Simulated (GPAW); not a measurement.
The system is AlCu3.

```
Cu Al
1.0
     0.00000    2.88801    2.88801
     2.88801    0.00000    2.88801
     2.88801    2.88801    0.00000
Cu Al
3 1
Cartesian
  4.3320 4.3320 4.3320
  1.4440 1.4440 1.4440
  2.8880 2.8880 2.8880
  0.0000 0.0000 0.0000
```

The cell comes from a database or a generator and needn't be the stable form of this composition.

| Property | Result |
| --- | --- |
| Program | GPAW 26.7.0 |
| Task | relaxation of cell and atoms |
| Functional | PBEsol |
| Dispersion | D3 |
| Potentials or basis | PAW data sets generated in the run's folder for this functional |
| Cutoff | 600 eV |
| Basis | pw |
| k mesh | 8 × 8 × 8 |
| Occupations | fermi-dirac, width 0.05 eV |
| Spin | no spin polarisation |

At the start: pressure -5.2 GPa; volume 12.04 Å³/atom.

Q: Where does the relaxation end?

A: Over 3 steps the energy falls by 6.7 meV/atom and the volume is 11.60 Å³/atom (-3.6 %); space group Fm-3m (No. 225, to 0.05 Å).

Step by step:
| step | energy change (eV) | largest force (eV/Å) | pressure (GPa) | volume (Å³) |
| --- | --- | --- | --- | --- |
| 1 | 0.0000 | 0.0000 | -5.23 | 48.18 |
| 2 | -0.0061 | 0.0000 | -4.66 | 47.97 |
| 3 | -0.0267 | 0.0000 | 0.27 | 46.42 |

Final structure:
```xyz
4
Lattice="0.0000 2.8525 2.8525 2.8525 0.0000 2.8525 2.8525 2.8525 0.0000" Properties=species:S:1:pos:R:3 pbc="T T T"
Cu    4.2787    4.2787    4.2787
Cu    1.4262    1.4262    1.4262
Cu    2.8525    2.8525    2.8525
Al    0.0000    0.0000    0.0000
```

Caveat: with this Cu data set, volumes or pressures lay over 1.5 % or 2 GPa off other programs in two to four cells of ten; later steps reuse the first step's grids; pairwise dispersion overbinds metals, which lowers pressure and volume.
